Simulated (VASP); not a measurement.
Here is a VASP 6.6.1 calculation.

File INCAR:

```
ALGO = Normal
EDIFF = 1E-6
EDIFFG = -0.01
ENCUT = 600
IBRION = 2
ISIF = 3
ISMEAR = 0
IVDW = 13
LASPH = True
LCHARG = False
LMIXTAU = True
LREAL = False
LWAVE = False
METAGGA = R2SCAN
NELM = 80
NSW = 40
PREC = Accurate
SIGMA = 0.05
VDW_A1 = 0.51559235
VDW_A2 = 5.77342911
VDW_S6 = 1.0
VDW_S8 = 0.6018749
```

Contents of KPOINTS:

```
k-points
0
Gamma
  10 10 6
```

The input POSCAR:

```
LiF
1.0
    3.0609398175      0.0000000000      0.0000000000
   -1.5304699087      2.6508516414      0.0000000000
    0.0000000000      0.0000000000      4.8073245700
F Li
2 2
Direct
    0.6666666667      0.3333333333      0.4938437400
    0.3333333333      0.6666666667      0.9938437400
    0.6666666667      0.3333333333      0.8811542600
    0.3333333333      0.6666666667      0.3811542600
```

Potentials or basis: VASP PAW PBE potentials, release 64 (F, Li_sv).

The run is started by

```console
$ cat potpaw_PBE.64/F/POTCAR potpaw_PBE.64/Li_sv/POTCAR > POTCAR
$ mpirun -np 1 vasp_std > vasp.out
```

(1) Predict the space group after relaxing (to 0.05 Å).

(2) Estimate the relaxed cell.

(3) Predict the relaxed volume.

(4) Predict the dispersion energy per atom.

Results:

(1) P6_3mc (No. 186).

(2) a = 3.057 Å, b = 3.057 Å, c = 4.793 Å, α = 90.00°, β = 90.00°, γ = 120.00°.

(3) 9.70 Å³/atom.

(4) -0.023 eV.

Caveat: the cutoff is under 1.25 times the usual one of these potentials, so pressure, stress and relaxed cells hold a basis-set (Pulay) error; the PAW data sets were made with another functional, which shifts forces and pressure a little.
